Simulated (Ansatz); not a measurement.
**Y: pressure against volume**

Y, Fm-3m, a = 5.101 Å. This isn't the element's structure at ambient conditions. Ansatz: r2SCAN, PAW, 500 eV, Γ-centred 14×14×14 mesh on 1 atom, Gaussian smearing 0.10 eV; no spin polarisation. Symmetry fixes shape and atoms, so the cell is only scaled; pressure is positive in compression.

| V (Å³/atom) | P (GPa) |
| --- | --- |
| 29.199 | ? |
| 30.194 | 4.13 |
| 31.190 | 2.59 |
| 32.185 | 1.22 |
| 33.180 | 0.01 |
| 34.176 | -1.05 |
| 35.171 | -1.99 |
| 36.498 | -3.07 |

Question: Take V0 = 33.180 Å³/atom, count pressures from its P0 = 0.01 GPa, fit the third-order Birch–Murnaghan form to the other rows, and predict the missing pressure.

Answer: With the Eulerian strain f = ½[(V0/V)^(2/3) − 1] and y = (P − P0)/[3f(1 + 2f)^(5/2)], the form is the line y = B0 + 1.5 B0 (B0′ − 4) f. Rows (f, y): 0.03244, 36.2; 0.02105, 36.9; 0.01025, 37.4; -0.00976, 38.0; -0.01905, 38.6; -0.03078, 39.1. Means f = 0.0006917, y = 37.700; Σ(Δf)² = 0.003003, ΣΔfΔy = -0.1317; the slope is their ratio. y = 37.73 − 43.87 f GPa, so B0 = 37.7 GPa and B0′ = 4 + 2 × (-43.87)/(3 × 37.73) = 3.22. At V = 29.199, f = 0.04447, y = 35.78 and P = 5.92 GPa. The run gave 5.88 GPa, so the fit is 0.04 GPa too high, a small miss on the scale of the series.